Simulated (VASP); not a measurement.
Wanted: the native input for a VASP 6.6.1 run.

```yaml
Task: relaxation of cell and atoms
Functional: PBE
Potentials_or_basis: VASP PAW PBE potentials, release 54 (Ta, Si)
Cutoff: 600 eV
k_mesh: 5 × 5 × 3
Occupations: fermi-dirac, width 0.05 eV
Spin: no spin polarisation
Further_INCAR_settings: ALGO = Fast; EDIFF = 1e-06; IBRION = 2; EDIFFG = -0.01; NSW = 40; ISIF = 3
```

The structure of TaSi2 lies in POSCAR:

```
TaSi2
1.0
    4.7800000000      0.0000000000      0.0000000000
   -2.3900000000      4.1396014301      0.0000000000
    0.0000000000      0.0000000000      6.5640000000
Ta Si
3 6
Direct
    0.0000000000      0.5000000000      0.1666666667
    0.5000000000      0.5000000000      0.8333333333
    0.5000000000      0.0000000000      0.5000000000
    0.3333000000      0.1666500000      0.1666666667
    0.1666500000      0.8333500000      0.8333333333
    0.8333500000      0.6667000000      0.5000000000
    0.6667000000      0.8333500000      0.1666666667
    0.8333500000      0.1666500000      0.8333333333
    0.1666500000      0.3333000000      0.5000000000
```

These files were run (other wordings do the same):

INCAR

```
SYSTEM = TaSi2
PREC = Accurate
ENCUT = 600
EDIFF = 1E-6
ISMEAR = -1
SIGMA = 0.05
LREAL = .FALSE.
LASPH = .TRUE.
NELM = 60
ALGO = Fast
ISIF = 3
LWAVE = .FALSE.
LCHARG = .FALSE.
GGA = PE
IBRION = 2
NSW = 40
EDIFFG = -0.01
```

KPOINTS

```
regular mesh
0
G
  5 5 3
  0 0 0
```

Potentials or basis: VASP PAW PBE potentials, release 54 (Ta, Si).

Launch:

```sh
$ cat potpaw_PBE.54/Ta/POTCAR potpaw_PBE.54/Si/POTCAR > POTCAR
$ mpirun -np 1 vasp_std > vasp.out
```

Results of the run:

```json
{
 "Relaxed volume": "14.66 Å³/atom",
 "Relaxed cell": "a = 4.812 Å, b = 4.812 Å, c = 6.579 Å, α = 90.00°, β = 90.00°, γ = 120.00°",
 "Space group after relaxing (to 0.05 Å)": "P6_222 (No. 180)",
 "Energy gained by relaxing": "20.2 meV/atom",
 "Ionic steps": "7",
 "Pressure after relaxing": "0.1 GPa",
 "Band gap on the k mesh": "none (metal or under the smearing width)"
}
```

It took 3.5 min on 1 thread of AMD EPYC 7R43 64-Core Processor (Zen 3), with other jobs on the host, peak memory 0.26 GiB.
